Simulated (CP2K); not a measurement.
# AlNi (C2/m) in CP2K: notebook, part 2 of 2

CP2K 2026.2. Earlier steps stand in the parts before.

## 5. Single point, PBE

File alni_scf.inp:

```
&GLOBAL
  PROJECT alni_scf
  RUN_TYPE ENERGY_FORCE
  PRINT_LEVEL LOW
&END GLOBAL
&FORCE_EVAL
  METHOD QS
  STRESS_TENSOR ANALYTICAL
  &DFT
    BASIS_SET_FILE_NAME BASIS_MOLOPT
    BASIS_SET_FILE_NAME BASIS_MOLOPT_UZH
    POTENTIAL_FILE_NAME GTH_POTENTIALS
    &MGRID
      CUTOFF 600
      REL_CUTOFF 60
      NGRIDS 5
    &END MGRID
    &QS
      METHOD GPW
      EPS_DEFAULT 1.0E-10
    &END QS
    &KPOINTS
      SCHEME MONKHORST-PACK 5 9 5
      GAMMA_CENTERED T
      SYMMETRY T
      SYMMETRY_BACKEND SPGLIB
    &END KPOINTS
    &SCF
      SCF_GUESS ATOMIC
      EPS_SCF 1.0E-6
      MAX_SCF 100
      ADDED_MOS 20
      CHOLESKY OFF
      EPS_EIGVAL 1.0E-7
      &DIAGONALIZATION ON
        ALGORITHM STANDARD
      &END DIAGONALIZATION
      &MIXING ON
        METHOD BROYDEN_MIXING
        ALPHA 0.4
        BETA 1.5
        NBUFFER 8
      &END MIXING
      &SMEAR ON
        METHOD FERMI_DIRAC
        ELECTRONIC_TEMPERATURE [K] 580.226
      &END SMEAR
    &END SCF
    &XC
      &XC_FUNCTIONAL
        &GGA_X_PBE
        &END GGA_X_PBE
        &GGA_C_PBE
        &END GGA_C_PBE
      &END XC_FUNCTIONAL
    &END XC
    &PRINT
      &KPOINTS ON
      &END KPOINTS
      &MULLIKEN ON
      &END MULLIKEN
      &MO ON
        ENERGIES T
        OCCUPATION_NUMBERS T
        &EACH
          QS_SCF 0
        &END EACH
        ADD_LAST NUMERIC
      &END MO
      &LOWDIN ON
      &END LOWDIN
      &HIRSHFELD ON
        SHAPE_FUNCTION DENSITY
      &END HIRSHFELD
    &END PRINT
  &END DFT
  &SUBSYS
    &CELL
      A 5.3808049086 0.0000000000 0.0000000000
      B 1.2444237686 2.3853039325 0.0000000000
      C -1.1599606736 -0.7031717792 3.8808380000
      PERIODIC XYZ
    &END CELL
    &COORD
      SCALED
      Ni  0.2500000000 0.5000000000 0.5000000000
      Ni  0.7500000000 0.5000000000 0.5000000000
      Al  0.0000000000 0.0000000000 0.0000000000
      Al  0.5000000000 0.0000000000 0.0000000000
    &END COORD
    &KIND Ni
      BASIS_SET DZVP-MOLOPT-SR-GTH-q18
      POTENTIAL GTH-PBE-q18
    &END KIND
    &KIND Al
      BASIS_SET DZVP-MOLOPT-PBE-GTH-q3
      POTENTIAL GTH-PBE-q3
      POTENTIAL_FILE_NAME POTENTIAL_UZH
    &END KIND
    &PRINT
      &ATOMIC_COORDINATES ON
      &END ATOMIC_COORDINATES
      &CELL ON
      &END CELL
    &END PRINT
  &END SUBSYS
  &PRINT
    &FORCES ON
    &END FORCES
    &STRESS_TENSOR ON
    &END STRESS_TENSOR
  &END PRINT
&END FORCE_EVAL
```

Potentials or basis: GTH_POTENTIALS Ni GTH-PBE-q18; POTENTIAL_UZH Al GTH-PBE-q3; DZVP-MOLOPT-SR-GTH, DZVP-MOLOPT-PBE-GTH basis.

Command:

```
OMP_NUM_THREADS=1 cp2k.psmp -i alni_scf.inp -o alni_scf.out
```

alni_scf.out:

```text

 CP2K| version string:                                       CP2K version 2026.2
 CP2K| Input file name                                              alni_scf.inp

 GLOBAL| Force Environment number                                              1
 GLOBAL| Basis set file name                                        BASIS_MOLOPT
 GLOBAL| Potential file name                                      GTH_POTENTIALS
 GLOBAL| MM Potential file name                                     MM_POTENTIAL
 GLOBAL| Coordinate file name                                      __STD_INPUT__
 GLOBAL| Method name                                                        CP2K
 GLOBAL| Project name                                                   alni_scf
 GLOBAL| Run type                                                   ENERGY_FORCE
 GLOBAL| FFT library                                                       FFTW3
 GLOBAL| Diagonalization library                                       ScaLAPACK
 GLOBAL| Cholesky decomposition library                                ScaLAPACK
 GLOBAL| DGEMM library                                                      BLAS
 GLOBAL| Direct generalized diagonalization requested                          F
 GLOBAL| Matrix multiplication library                                 ScaLAPACK
 GLOBAL| Global print level                                                  LOW
 GLOBAL| Total number of message passing processes                             1
 GLOBAL| Number of threads for this process                                    1
 GLOBAL| CPU model name                                                  UNKNOWN

 CELL| Volume [angstrom^3]:                                            49.809993
 CELL| Vector a [angstrom]:       5.381     0.000     0.000   |a| =     5.380805
 CELL| Vector b [angstrom]:       1.244     2.385     0.000   |b| =     2.690402
 CELL| Vector c [angstrom]:      -1.160    -0.703     3.881   |c| =     4.111066
 CELL| Angle (b,c), alpha [degree]:                                   106.388906
 CELL| Angle (a,c), beta  [degree]:                                   106.388906
 CELL| Angle (a,b), gamma [degree]:                                    62.448749
 CELL| Numerically orthorhombic:                                              NO
 CELL| Periodicity                                                           XYZ

 CELL_REF| Volume [angstrom^3]:                                        49.809993
 CELL_REF| Vector a [angstrom     5.381     0.000     0.000   |a| =     5.380805
 CELL_REF| Vector b [angstrom     1.244     2.385     0.000   |b| =     2.690402
 CELL_REF| Vector c [angstrom    -1.160    -0.703     3.881   |c| =     4.111066
 CELL_REF| Angle (b,c), alpha [degree]:                               106.388906
 CELL_REF| Angle (a,c), beta  [degree]:                               106.388906
 CELL_REF| Angle (a,b), gamma [degree]:                                62.448749
 CELL_REF| Numerically orthorhombic:                                          NO
 CELL_REF| Periodicity                                                       XYZ

 GENERATE|  Preliminary Number of Bonds generated:                             0
 GENERATE|  Achieved consistency in connectivity generation.

 *******************************************************************************
 *******************************************************************************
 **            Copyright (C) by CP2K developers group (2000-2026)             **
 *******************************************************************************

 TOTAL NUMBERS AND MAXIMUM NUMBERS

  Total number of            - Atomic kinds:                                   2
                             - Atoms:                                          4
                             - Shell sets:                                     4
[... 116 lines left out ...]
     7 Broy./Diag. 0.40E+00    5.9     0.00194517      -342.8465347159 -1.10E-01
     8 Broy./Diag. 0.40E+00    5.9     0.00075030      -342.8024597995  4.41E-02
     9 Broy./Diag. 0.40E+00    5.9     0.00015661      -342.8252415336 -2.28E-02
    10 Broy./Diag. 0.40E+00    5.9     0.00005333      -342.8188311396  6.41E-03
    11 Broy./Diag. 0.40E+00    5.9     0.00004408      -342.8179277333  9.03E-04
    12 Broy./Diag. 0.40E+00    5.8     0.00003107      -342.8181534653 -2.26E-04
    13 Broy./Diag. 0.40E+00    5.9     0.00000962      -342.8181409717  1.25E-05
    14 Broy./Diag. 0.40E+00    5.9     0.00000197      -342.8182832888 -1.42E-04
    15 Broy./Diag. 0.40E+00    5.9     0.00000064      -342.8182913883 -8.10E-06

  *** SCF run converged in    15 steps ***

  Electronic density on regular grids:        -41.9999999470        0.0000000530
  Core density on regular grids:               41.9999999977       -0.0000000023
  Total charge density on r-space grids:        0.0000000507
  Total charge density g-space grids:           0.0000000507

  Overlap energy of the core charge distribution:               0.00000000000003
  Self energy of the core charge distribution:               -533.56190551162342
  Core Hamiltonian energy:                                    148.71840332155728
  Hartree energy:                                              77.61715489777438
  Exchange-correlation energy:                                -35.59157864833224
  Electronic entropic energy:                                  -0.00036544759707
  Fermi energy:                                                 0.37680610145139

  Total energy:                                              -342.81829138827214
  Total energy (extrapolated to T->0):                       -342.81810866447358

 MO| EIGENVALUES AND OCCUPATION NUMBERS FOR K POINT 1
 MO|
 MO|  Index      Eigenvalue [a.u.]        Eigenvalue [eV]             Occupation
 MO|      1              -3.504900             -95.373178               2.000000
 MO|      2              -3.504859             -95.372060               2.000000
 MO|      3              -1.918488             -52.204725               2.000000
 MO|      4              -1.918430             -52.203148               2.000000
 MO|      5              -1.907746             -51.912395               2.000000
 MO|      6              -1.907728             -51.911927               2.000000
[... 644 lines left out ...]
 MO|     40               1.304530              35.498065               0.000000
 MO|     41               1.338801              36.430630               0.000000
 MO| Sum:                                                              40.002376
 MO| E(Fermi):            0.376806 a.u.         10.253415 eV

 [... the levels of further k-points ...]

 !-----------------------------------------------------------------------------!
                     Mulliken Population Analysis

 #  Atom  Element  Kind  Atomic population                           Net charge
       1     Ni       1         18.772204                             -0.772204
       2     Ni       1         18.772204                             -0.772204
       3     Al       2          2.227798                              0.772202
       4     Al       2          2.227795                              0.772205
 # Total charge                             42.000000                  0.000000

 !-----------------------------------------------------------------------------!

 !-----------------------------------------------------------------------------!
                           Hirshfeld Charges

  #Atom  Element  Kind  Ref Charge     Population                    Net charge
      1       Ni     1      18.000         18.087                        -0.087
      2       Ni     1      18.000         18.087                        -0.087
      3       Al     2       3.000          2.913                         0.087
      4       Al     2       3.000          2.913                         0.087

  Total Charge                                                           -0.000
 !-----------------------------------------------------------------------------!

 LOWDIN POPULATION ANALYSIS

 #  Atom  Element  Kind  Atomic population                           Net charge
       1     Ni       1         19.043250                             -1.043250
       2     Ni       1         19.043250                             -1.043250
       3     Al       2          1.956750                              1.043250
       4     Al       2          1.956750                              1.043250
 # Total charge                             42.000000                  0.000000

 ENERGY| Total FORCE_EVAL ( QS ) energy [hartree]           -342.818294049398958

 FORCES| Atomic forces [hartree/bohr]
 FORCES|   Atom     x               y               z               |f|
 FORCES|      1 -1.85579753E-08  7.17746957E-09 -3.38212561E-09   2.01829950E-08
 FORCES|      2  1.62323964E-08 -7.63166523E-09 -2.52213720E-09   1.81133703E-08
 FORCES|      3  1.08018026E-09  3.23417763E-12  2.80988299E-09   3.01035584E-09
 FORCES|      4  1.22832741E-09  4.71682567E-10  3.03709301E-09   3.30986504E-09
 FORCES| Sum    -1.70712012E-11  2.07210926E-11 -5.72868100E-11
 FORCES| Total atomic force                                       6.32658532E-11

 STRESS| Analytical stress tensor [bar]
 STRESS|                        x                   y                   z
 STRESS|      x        2.06247285367E+04   1.24110243877E+04  -9.89244739872E+03
 STRESS|      y        1.24110243877E+04   1.54266454915E+04  -3.64338106207E+03
 STRESS|      z       -9.89244739872E+03  -3.64338106207E+03   2.57275555930E+04
 STRESS| 1/3 Trace                                             2.05929765404E+04
 STRESS| Determinant                                           3.33403830924E+12

 STRESS| Eigenvectors and eigenvalues of the analytical stress tensor [bar]
 STRESS|                        1                   2                   3
 STRESS| Eigenvalues   4.67109257884E+03   1.84759018930E+04   3.86319351494E+04
 STRESS|      x          -0.674355395115      0.356615578458      0.646583428708
 STRESS|      y           0.712598375133      0.543781016011      0.443289704803
 STRESS|      z          -0.193515779296      0.759689104718     -0.620825343664
```

It took 1.7 min on 1 thread of Arm Neoverse V1, shared host; peak memory 0.44 GiB.

What came out:

```yaml
Free_energy: -9328.5602 eV
Pressure: 2.1 GPa
Band_gap_on_the_k_mesh: none (metal or under the smearing width)
Mulliken_charges: Ni -0.77; Al +0.77 e
Hirshfeld_charges: Ni -0.09; Al +0.09 e
```

Caveat: Mulliken charges move with the basis; the basis of atomic orbitals isn't converged, which shifts pressures, moduli and gaps.

## 6. Single point, PBE, collinear spin, ferrimagnetic start

alni_scf.inp, as its differences from that of step 5:

```diff
@@ -12,2 +12,4 @@
     POTENTIAL_FILE_NAME GTH_POTENTIALS
+    UKS T
+    MULTIPLICITY 1
     &MGRID
@@ -30,4 +32,4 @@
       EPS_SCF 1.0E-6
-      MAX_SCF 100
-      ADDED_MOS 20
+      MAX_SCF 150
+      ADDED_MOS 20 20
       CHOLESKY OFF
@@ -38,6 +40,6 @@
       &MIXING ON
-        METHOD BROYDEN_MIXING
+        METHOD PULAY_MIXING
         ALPHA 0.4
         BETA 1.5
-        NBUFFER 8
+        NBUFFER 6
       &END MIXING
@@ -49,7 +51,3 @@
     &XC
-      &XC_FUNCTIONAL
-        &GGA_X_PBE
-        &END GGA_X_PBE
-        &GGA_C_PBE
-        &END GGA_C_PBE
+      &XC_FUNCTIONAL PBE
       &END XC_FUNCTIONAL
@@ -85,4 +83,4 @@
       SCALED
-      Ni  0.2500000000 0.5000000000 0.5000000000
-      Ni  0.7500000000 0.5000000000 0.5000000000
+      Ni1 0.2500000000 0.5000000000 0.5000000000
+      Ni2 0.7500000000 0.5000000000 0.5000000000
       Al  0.0000000000 0.0000000000 0.0000000000
@@ -90,5 +88,13 @@
     &END COORD
-    &KIND Ni
+    &KIND Ni1
+      ELEMENT Ni
       BASIS_SET DZVP-MOLOPT-SR-GTH-q18
       POTENTIAL GTH-PBE-q18
+      MAGNETIZATION 1.0
+    &END KIND
+    &KIND Ni2
+      ELEMENT Ni
+      BASIS_SET DZVP-MOLOPT-SR-GTH-q18
+      POTENTIAL GTH-PBE-q18
+      MAGNETIZATION -0.5
     &END KIND
```

Potentials or basis: GTH_POTENTIALS Ni GTH-PBE-q18; POTENTIAL_UZH Al GTH-PBE-q3; DZVP-MOLOPT-SR-GTH, DZVP-MOLOPT-PBE-GTH basis.

Command:

```
OMP_NUM_THREADS=1 cp2k.psmp -i alni_scf.inp -o alni_scf.out
```

It took 4.2 min on 1 thread of Arm Neoverse V1, shared host; peak memory 0.57 GiB.

The run converged. Its results:

* Free energy: -9328.5606 eV
* Pressure: 2.1 GPa
* Band gap on the k mesh: none (metal or under the smearing width)
* Net moment: 0.00 μB per cell
* Absolute moment: 0.00 μB per cell
* Mulliken charges: Ni -0.77; Al +0.77 e
* Hirshfeld charges: Ni -0.09; Al +0.09 e

Stress tensor (GPa, compression positive):
```
 2.06  1.24 -0.99
 1.24  1.54 -0.36
-0.99 -0.36  2.57
```

Levels at points of the mesh, in eV from the Fermi level:
Spin up:
```csv
k point,band 17,band 18,band 19,band 20,band 21,band 22,band 23,band 24,band 25,band 26
"(0.00, 0.00, 0.00)",-1.58,-1.53,-1.36,-1.23,-0.46,0.37,2.70,2.82,5.69,7.96
```
Spin down:
| k point | band 18 | band 19 | band 20 | band 21 | band 22 | band 23 | band 24 | band 25 |
| --- | --- | --- | --- | --- | --- | --- | --- | --- |
| (0.00, 0.00, 0.00) | -1.53 | -1.36 | -1.23 | -0.46 | 0.37 | 2.70 | 2.82 | 5.69 |

Caveat: Mulliken charges move with the basis; the basis of atomic orbitals isn't converged, which shifts pressures, moduli and gaps.

## 7. Single point, PBE, collinear spin, zero start

alni_scf.inp, as its differences from that of step 6:

```diff
@@ -83,4 +83,4 @@
       SCALED
-      Ni1 0.2500000000 0.5000000000 0.5000000000
-      Ni2 0.7500000000 0.5000000000 0.5000000000
+      Ni  0.2500000000 0.5000000000 0.5000000000
+      Ni  0.7500000000 0.5000000000 0.5000000000
       Al  0.0000000000 0.0000000000 0.0000000000
@@ -88,13 +88,5 @@
     &END COORD
-    &KIND Ni1
-      ELEMENT Ni
+    &KIND Ni
       BASIS_SET DZVP-MOLOPT-SR-GTH-q18
       POTENTIAL GTH-PBE-q18
-      MAGNETIZATION 1.0
-    &END KIND
-    &KIND Ni2
-      ELEMENT Ni
-      BASIS_SET DZVP-MOLOPT-SR-GTH-q18
-      POTENTIAL GTH-PBE-q18
-      MAGNETIZATION -0.5
     &END KIND
```

Command:

```
OMP_NUM_THREADS=1 cp2k.psmp -i alni_scf.inp -o alni_scf.out
```

It took 2.9 min on 1 thread of Arm Neoverse V1, shared host; peak memory 0.55 GiB.

The run converged. Its results:

```yaml
Free_energy: -9328.5606 eV
Pressure: 2.1 GPa
Band_gap_on_the_k_mesh: none (metal or under the smearing width)
Net_moment: 0.00 μB per cell
Absolute_moment: 0.00 μB per cell
Mulliken_charges: Ni -0.77; Al +0.77 e
Hirshfeld_charges: Ni -0.09; Al +0.09 e
```

Stress tensor (GPa, compression positive):
```
 2.06  1.24 -0.99
 1.24  1.54 -0.36
-0.99 -0.36  2.57
```

Levels at points of the mesh, in eV from the Fermi level:
Spin up:
| k point | band 17 | band 18 | band 19 | band 20 | band 21 | band 22 | band 23 | band 24 | band 25 | band 26 |
| --- | --- | --- | --- | --- | --- | --- | --- | --- | --- | --- |
| (0.00, 0.00, 0.00) | -1.58 | -1.53 | -1.36 | -1.23 | -0.46 | 0.37 | 2.70 | 2.82 | 5.69 | 7.96 |
Spin down:
```csv
k point,band 19,band 20,band 21,band 22,band 23,band 24
"(0.00, 0.00, 0.00)",-1.36,-1.23,-0.46,0.37,2.70,2.82
```

Caveat: Mulliken charges move with the basis; the basis of atomic orbitals isn't converged, which shifts pressures, moduli and gaps.

## 8. Summary

| spin | MAX_SCF | MIXING METHOD | NBUFFER | MULTIPLICITY of the start | ADDED_MOS | gap on the mesh (eV) | pressure (GPa) | moment (μB) |
| --- | --- | --- | --- | --- | --- | --- | --- | --- |
| collinear, ferromagnetic start | 150 | PULAY_MIXING | 6 | 3 | [20, 22] | - | 2.1 | 0.00 |
| collinear, antiferromagnetic start | 150 | PULAY_MIXING | 6 | 1 | [20, 20] | none | 2.1 | 0.00 |
| off | 100 | BROYDEN_MIXING | 8 | - | [20] | none | 2.1 | - |
| collinear, ferrimagnetic start | 150 | PULAY_MIXING | 6 | 1 | [20, 20] | none | 2.1 | 0.00 |
| collinear, zero start | 150 | PULAY_MIXING | 6 | 1 | [20, 20] | none | 2.1 | 0.00 |

Alike in all rows: task single point; level PBE; potentials or basis GTH_POTENTIALS Ni GTH-PBE-q18; POTENTIAL_UZH Al GTH-PBE-q3; DZVP-MOLOPT-SR-GTH, DZVP-MOLOPT-PBE-GTH basis; cell as given; k mesh 5 × 9 × 5; smearing fermi-dirac 0.05 eV.

Caveats: the basis of atomic orbitals isn't converged, which shifts pressures, moduli and gaps; the total moment is fixed, so each spin has its own Fermi level (some runs).

Absolute energies hang on the potentials; compare differences alone.
